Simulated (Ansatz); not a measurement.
MgAl$_{2}$O$_{4}$:
```xyz
14
Lattice="0.0000 4.0840 4.0840 4.0840 0.0000 4.0840 4.0840 4.0840 0.0000" Properties=species:S:1:pos:R:3 pbc="T T T"
Mg     6.1260     6.1260     6.1260
Mg     4.0840     4.0840     4.0840
Al     1.0210     3.0630     3.0630
Al     3.0630     3.0630     1.0210
Al     3.0630     1.0210     3.0630
Al     1.0210     1.0210     1.0210
O      2.9522     2.9522     2.9522
O      7.2578     4.9941     4.9941
O      5.2158     5.2158     2.9522
O      4.9941     7.2578     4.9941
O      2.9522     5.2158     5.2158
O      7.2578     7.2578     7.2578
O      5.2158     2.9522     5.2158
O      4.9941     4.9941     7.2578
```

Relaxed with PBE.

### Question
Which orbitals make up the states near the band edges in DFT-PBE in the program Ansatz with PAW potentials?

### Answer
Top 1 eV of the valence band: O 2p 97 %. Bottom 1 eV of the conduction band: O 2s 33 %, Mg 3s 30 %, Al 3s 21 %, O 2p 8 %, Al 3p 6 %. Projections are on Löwdin-orthogonalised atomic valence shells; empty p or d shells of many metals are not among them.

### Question
Tabulate the density of states.

### Answer
States/eV per cell of 14 atoms, in 0.25 eV bins, energy from the valence-band maximum.

```csv
E (eV),total,O 2p,Al 3p,Al 3s
-5.50,0.00,0.00,0.00,0.00
-5.25,1.27,0.99,0.01,0.22
-5.00,4.01,3.11,0.06,0.62
-4.75,7.82,6.03,0.14,1.20
-4.50,11.37,8.73,0.52,1.33
-4.25,13.97,10.78,1.39,0.53
-4.00,7.14,5.37,1.36,0.18
-3.75,7.28,5.60,1.07,0.34
-3.50,3.26,2.53,0.45,0.14
-3.25,4.03,3.22,0.30,0.29
-3.00,4.01,3.25,0.49,0.13
-2.75,6.37,5.26,0.72,0.10
-2.50,8.71,7.38,0.88,0.10
-2.25,8.61,7.47,0.79,0.06
-2.00,5.71,5.03,0.49,0.03
-1.75,6.38,5.59,0.29,0.03
-1.50,5.36,4.83,0.22,0.04
-1.25,17.15,15.79,0.84,0.08
-1.00,16.56,15.53,0.56,0.07
-0.75,20.91,20.17,0.19,0.09
-0.50,17.05,16.57,0.12,0.04
-0.25,9.05,8.81,0.09,0.01
0.00,5.96,5.83,0.07,0.00
0.25,0.00,0.00,0.00,0.00
0.50,0.00,0.00,0.00,0.00
0.75,0.00,0.00,0.00,0.00
1.00,0.00,0.00,0.00,0.00
1.25,0.00,0.00,0.00,0.00
1.50,0.00,0.00,0.00,0.00
1.75,0.00,0.00,0.00,0.00
2.00,0.00,0.00,0.00,0.00
2.25,0.00,0.00,0.00,0.00
2.50,0.00,0.00,0.00,0.00
2.75,0.00,0.00,0.00,0.00
3.00,0.00,0.00,0.00,0.00
3.25,0.00,0.00,0.00,0.00
3.50,0.00,0.00,0.00,0.00
3.75,0.00,0.00,0.00,0.00
4.00,0.00,0.00,0.00,0.00
4.25,0.00,0.00,0.00,0.00
4.50,0.00,0.00,0.00,0.00
4.75,0.00,0.00,0.00,0.00
5.00,0.00,0.00,0.00,0.00
5.25,0.05,0.00,0.00,0.01
5.50,0.14,0.01,0.01,0.03
5.75,0.22,0.02,0.01,0.05
6.00,0.30,0.03,0.02,0.06
6.25,0.39,0.04,0.04,0.07
6.50,0.49,0.06,0.06,0.08
6.75,0.61,0.09,0.09,0.09
7.00,0.76,0.11,0.14,0.11
7.25,0.99,0.15,0.21,0.12
7.50,1.26,0.20,0.31,0.12
7.75,1.48,0.23,0.40,0.12
8.00,2.24,0.32,0.66,0.16
8.25,4.42,0.39,1.18,0.38
8.50,4.27,0.41,1.05,0.33
8.75,4.14,0.36,1.06,0.55
9.00,4.98,0.42,1.42,0.57
9.25,5.42,0.41,1.63,0.45
9.50,4.00,0.31,1.06,0.44
9.75,2.50,0.18,0.56,0.44
10.00,2.91,0.25,0.65,0.55
```

Space group Fd-3m (spinel). The PBE relaxation kept the symmetry of its start.

Potentials: the earlier of the program's two PAW sets.
